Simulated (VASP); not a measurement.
# Eu (Im-3m) in VASP: a series of runs

The runs below take Eu through single point, with PBE, r2SCAN.

Program: VASP 6.6.1. These are calculated values, not measurements. Logs are shortened: lines on timing, memory, paths and dates and some standing lists are left out, and cuts for length are marked.

## (1) The structure

Symmetry: Im-3m, No. 229, cubic system. The conventional cell has a = 4.610 Å, b = 4.610 Å, c = 4.610 Å, α = 90.00°, β = 90.00°, γ = 90.00°. Eu (site symmetry m-3m) has 8 Eu at 3.99 Å as nearest neighbours.

## (2) Single point, PBE, collinear spin, typed start

File INCAR:

```
  PREC = Accurate
  ENCUT = 520
  EDIFF = 1E-7
  ISMEAR = 0
  SIGMA = 0.05
  LREAL = F
  LASPH = T
  NELM = 150
  ALGO = Normal
  ISIF = 2
  LWAVE = F
  LCHARG = T
  ISPIN = 2
  MAGMOM = 7
  LORBIT = 11
  LMAXMIX = 6
  GGA = PE
  LELF = T
  LVHAR = T
  NBANDS = 18
```

File KPOINTS:

```
regular mesh
0
Gamma
  6 6 6
```

File POSCAR:

```
Eu
1.0
   -2.3050000000      2.3050000000      2.3050000000
    2.3050000000     -2.3050000000      2.3050000000
    2.3050000000      2.3050000000     -2.3050000000
Eu
1
Direct
    0.0000000000      0.0000000000      0.0000000000
```

Potentials or basis: VASP PAW PBE potentials, release 64 (Eu).

Launch:

```console
> cat potpaw_PBE.64/Eu/POTCAR > POTCAR
> mpirun -np 1 vasp_std > vasp.out
```

OUTCAR:

```text
PREC = Accurate
   ENCUT = 520
   EDIFF = 1E-7
   ISMEAR = 0
   LREAL = F
   LASPH = T
   NELM = 150
   ISIF = 2
   ISPIN = 2
   LORBIT = 11
   GGA = PE

 ion  position               nearest neighbor table
   1  0.000  0.000  0.000-

  LATTYP: Found a body centered cubic cell.
 ALAT       =     4.6100000000

  Lattice vectors:

 A1 = (  -2.3050000000,   2.3050000000,   2.3050000000)
 A2 = (   2.3050000000,  -2.3050000000,   2.3050000000)
 A3 = (   2.3050000000,   2.3050000000,  -2.3050000000)

Analysis of symmetry for initial positions (statically):
=====================================================================
 Subroutine PRICEL returns:
 Original cell was already a primitive cell.

 Routine SETGRP: Setting up the symmetry group for a
 body centered cubic supercell.

 Subroutine GETGRP returns: Found 48 space group operations
 (whereof 48 operations were pure point group operations)
 out of a pool of 48 trial point group operations.

The static configuration has the point symmetry O_h .

Analysis of symmetry for dynamics (positions and initial velocities):
=====================================================================
 Subroutine PRICEL returns:
 Original cell was already a primitive cell.

 Routine SETGRP: Setting up the symmetry group for a
 body centered cubic supercell.

 Subroutine GETGRP returns: Found 48 space group operations
 (whereof 48 operations were pure point group operations)
 out of a pool of 48 trial point group operations.

The dynamic configuration has the point symmetry O_h .

Analysis of structural, dynamic, and magnetic symmetry:
=====================================================================
 Subroutine PRICEL returns:
 Original cell was already a primitive cell.

 Routine SETGRP: Setting up the symmetry group for a
 body centered cubic supercell.

 Subroutine GETGRP returns: Found 48 space group operations
 (whereof 48 operations were pure point group operations)
 out of a pool of 48 trial point group operations.

The overall configuration has the point symmetry O_h .

 Subroutine INISYM returns: Found 48 space group operations
 (whereof 48 operations are pure point group operations),
 and found     1 'primitive' translations

----------------------------------------------------------------------------------------

                                     Primitive cell

  volume of cell :      48.9861

  direct lattice vectors                    reciprocal lattice vectors
    -2.305000000  2.305000000  2.305000000     0.000000000  0.216919740  0.216919740
     2.305000000 -2.305000000  2.305000000     0.216919740  0.000000000  0.216919740
     2.305000000  2.305000000 -2.305000000     0.216919740  0.216919740  0.000000000

  length of vectors
     3.992377111  3.992377111  3.992377111     0.306770838  0.306770838  0.306770838

  position of ions in fractional coordinates (direct lattice)
     0.000000000  0.000000000  0.000000000

  ion indices of the primitive-cell ions
   primitive index   ion index
                 1           1

----------------------------------------------------------------------------------------

 KPOINTS: regular mesh

Automatic generation of k-mesh.
 Grid dimensions read from file:
 generate k-points for:    6    6    6

 Generating k-lattice:

  Cartesian coordinates                     Fractional coordinates (reciprocal lattice)
     0.000000000  0.036153290  0.036153290     0.166666667  0.000000000  0.000000000
     0.036153290  0.000000000  0.036153290     0.000000000  0.166666667  0.000000000
     0.036153290  0.036153290  0.000000000     0.000000000  0.000000000  0.166666667

  Length of vectors
     0.051128473  0.051128473  0.051128473

  Shift w.r.t. Gamma in fractional coordinates (k-lattice)
     0.000000000  0.000000000  0.000000000

 Subroutine IBZKPT returns following result:
 ===========================================

 Found     16 irreducible k-points:

 Following reciprocal coordinates:
            Coordinates               Weight
  0.000000  0.000000  0.000000      1.000000
  0.166667  0.000000  0.000000     12.000000
  0.333333  0.000000  0.000000     12.000000
  0.500000  0.000000  0.000000      6.000000
  0.166667  0.166667  0.000000     24.000000
  0.333333  0.166667 -0.000000     48.000000
[... 8 lines left out ...]
  0.500000  0.500000  0.333333     12.000000
  0.500000  0.500000  0.500000      1.000000
   k-points           NKPTS =     16   k-points in BZ     NKDIM =     16   number of bands    NBANDS=     18
   number of dos      NEDOS =    301   number of ions     NIONS =      1
   total plane-waves  NPLWV =  27000
   dimension x,y,z NGX =    30 NGY =   30 NGZ =   30
   dimension x,y,z NGXF=    60 NGYF=   60 NGZF=   60
   ions per type =               1
   NGX,Y,Z   is equivalent  to a cutoff of  12.49, 12.49, 12.49 a.u.
   NGXF,Y,Z  is equivalent  to a cutoff of  24.98, 24.98, 24.98 a.u.
 SYSTEM =  unknown system
   PREC   = accura    normal or accurate (medium, high low for compatibility)
   ISTART =      0    job   : 0-new  1-cont  2-samecut
   ICHARG =      2    charge: 1-file 2-atom 10-const
   ISPIN  =      2    spin polarized calculation?
   LNONCOLLINEAR =      F non collinear calculations
   LSORBIT =      F    spin-orbit coupling
   LASPH  =      T    aspherical Exc in radial PAW
   ENCUT  =  520.0 eV  38.22 Ry    6.18 a.u.   7.42  7.42  7.42*2*pi/ulx,y,z
   NELM   =    150;   NELMIN=  2; NELMDL= -5     # of ELM steps
   EDIFF  = 0.1E-06   stopping-criterion for ELM
   LREAL  =      F    real-space projection
   EDIFFG = 0.1E-05   stopping-criterion for IOM
   NSW    =      0    number of steps for IOM
   IBRION =     -1    ionic relax: 0-MD 1-quasi-New 2-CG
   NFREE  =      0    steps in history (QN), initial steepest desc. (CG)
   ISIF   =      2    stress and relaxation
   ISYM   =      2    0-nonsym 1-usesym 2-fastsym
   POTIM  = 0.5000    time-step for ionic-motion
   TEBEG  =    0.0;   TEEND  =   0.0 temperature during run
   PSTRESS=    0.0 pullay stress
   NELECT =      17.0000    total number of electrons
   NUPDOWN=      -1.0000    fix difference up-down
   EMIN   =  10.00;   EMAX   =-10.00  energy-range for DOS
   EFERMI =   0.00;   METHOD = LEGACY
   ISMEAR =     0;   SIGMA  =   0.05  broadening in eV -4-tet -1-fermi 0-gaus
   EFERMI_NEDOS =   21; number of points for ismear=-14 and -15
   IALGO  =     38    algorithm
   IMIX   =      4    mixing-type and parameters
     AMIX     =   0.40;   BMIX     =  1.00
     AMIX_MAG =   1.60;   BMIX_MAG =  1.00
  volume/ion in A,a.u.               =      48.99       330.57
  Fermi-wavevector in a.u.,A,eV,Ry     =   1.150448  2.174031 18.007717  1.323530
  Thomas-Fermi vector in A             =   2.287111
   LORBIT       =     11    0 simple, 1 ext, 2 COOP (PROOUT), +10 PAW based schemes
   GGA     = PE    functional components
   LHFCALC =     F    Hartree Fock is set to
   AEXX    =    0.0000 exact exchange contribution
   IVDW    =     0    specifies the selected vdW correction
   LEPSILON=     F    determine dielectric tensor
   LRPA    =     F    only Hartree local field effects (RPA)
 spin polarized calculation
 Gauss-broadening in eV      SIGMA  =   0.05
  energy-cutoff  :      520.00
  volume of cell :       48.99
 maximum number of plane-waves:      1345
 NGX is ok and might be reduce to    30
   NGX = 15   NGY = 15   NGZ = 15

 number of electron      17.0000007 magnetization       7.5225042

 Free energy of the ion-electron system (eV)
  ---------------------------------------------------
  ext. energy  EPLUGINS =         0.00000000
  ---------------------------------------------------
  free energy    TOTEN  =       -11.39189459 eV

  energy without entropy =      -11.38953728  energy(sigma->0) =      -11.39071593

 E-fermi :   1.5927     XC(G=0):  -8.2229

 val. band max:        1.5396727799   @ k =  -0.3333   0.5000   0.1667
 cond. band min:       1.6148417255   @ k =  -0.3333   0.3333   0.3333
 fundamental gap:      0.0751689456
 Fermi energy:         1.5927135069

 spin component 1

 k-point     1 :       0.0000    0.0000    0.0000
  band No.  band energies     occupation
      1     -40.1909      1.00000
      2     -18.8474      1.00000
      3     -18.8474      1.00000
      4     -18.8474      1.00000
      5      -2.6396      1.00000
      6       1.0747      1.00000
[... 10 lines left out ...]
     17       4.7010      0.00000
     18      10.2636      0.00000

 k-point     2 :       0.1667    0.0000    0.0000
  band No.  band energies     occupation
      1     -40.1866      1.00000
      2     -18.9165      1.00000
      3     -18.8702      1.00000
      4     -18.8475      1.00000
      5      -2.1084      1.00000
      6       1.0724      1.00000
[... 10 lines left out ...]
     17       4.7411      0.00000
     18      10.5075      0.00000
[... 274 lines left out ...]
 k-point    16 :       0.5000    0.5000    0.5000
  band No.  band energies     occupation
      1     -40.1599      1.00000
      2     -19.0398      1.00000
      3     -19.0398      1.00000
      4     -19.0398      1.00000
      5       0.6690      1.00000
      6       0.6690      1.00000
[... 10 lines left out ...]
     17       6.1713      0.00000
     18       6.1713      0.00000
 Fermi energy:         1.5927135069

 spin component 2

 k-point     1 :       0.0000    0.0000    0.0000
  band No.  band energies     occupation
      1     -37.0202      1.00000
      2     -16.4859      1.00000
      3     -16.4859      1.00000
      4     -16.4859      1.00000
      5      -1.7712      1.00000
      6       4.2480      0.00000
[... 10 lines left out ...]
     17       6.1529      0.00000
     18      11.4405      0.00000

 k-point     2 :       0.1667    0.0000    0.0000
  band No.  band energies     occupation
      1     -37.0145      1.00000
      2     -16.5751      1.00000
      3     -16.5147      1.00000
      4     -16.4862      1.00000
      5      -1.2205      1.00000
      6       3.8154      0.00000
[... 10 lines left out ...]
     17       6.2339      0.00000
     18      11.7034      0.00000
[... 274 lines left out ...]
 k-point    16 :       0.5000    0.5000    0.5000
  band No.  band energies     occupation
      1     -36.9793      1.00000
      2     -16.7295      1.00000
      3     -16.7295      1.00000
      4     -16.7295      1.00000
      5       1.6170      0.24620
      6       1.6170      0.24620
[... 10 lines left out ...]
     17       7.4422      0.00000
     18       7.4422      0.00000

------------------------ aborting loop because EDIFF is reached ----------------------------------------

  FORCE on cell =-STRESS in cart. coord.  units (eV):
  Direction    XX          YY          ZZ          XY          YZ          ZX
  --------------------------------------------------------------------------------------
  -------------------------------------------------------------------------------------
  Total       -0.5861923     -0.5861923     -0.5861923     -0.0000000      0.0000000      0.0000000
  in kB      -19.1724626    -19.1724626    -19.1724626     -0.0000000      0.0000000      0.0000000
  external PRESSURE =     -19.1724626 kB  Pullay stress =       0.0000000 kB

 VOLUME and BASIS-vectors are now :
 -----------------------------------------------------------------------------
  energy-cutoff  :      520.00
  volume of cell :       48.99
      direct lattice vectors                 reciprocal lattice vectors
    -2.305000000  2.305000000  2.305000000     0.000000000  0.216919740  0.216919740
     2.305000000 -2.305000000  2.305000000     0.216919740  0.000000000  0.216919740
     2.305000000  2.305000000 -2.305000000     0.216919740  0.216919740  0.000000000

 POSITION                                       TOTAL-FORCE (eV/Angst)
 -----------------------------------------------------------------------------------
      0.00000      0.00000      0.00000         0.000000     -0.000000     -0.000000
 -----------------------------------------------------------------------------------
    total drift:                               -0.000000     -0.000000      0.000000

  FREE ENERGIE OF THE ION-ELECTRON SYSTEM (eV)
  ---------------------------------------------------
  free  energy   TOTEN  =       -11.3918945927 eV

  energy  without entropy=      -11.3895372766  energy(sigma->0) =      -11.39071593

 total charge

# of ion       s       p       d       f       tot
--------------------------------------------------
    1        2.077   5.720   0.239   6.686  14.721

 magnetization (x)

# of ion       s       p       d       f       tot
--------------------------------------------------
    1       -0.004  -0.092   0.147   6.685   6.737
```

Run time: 29 s. Hardware: 1 thread of AMD EPYC 9R45 (Zen 5), shared host; peak memory 0.17 GiB.

What came out:

```
Free energy                                           : -11.3919 eV
Pressure                                              : -1.9 GPa
Band gap on the k mesh                                : none (metal or under the smearing width)
Net moment                                            : 7.52 μB per cell
Site moments                                          : Eu +6.74 μB
Valence electrons inside the program's atomic spheres : Eu 14.72
```

Caveat: spin-orbit coupling is left out, which moves the levels of the heavy elements. The state reached can hang on the start; a lower one may exist.

[end of part 1 of 2]
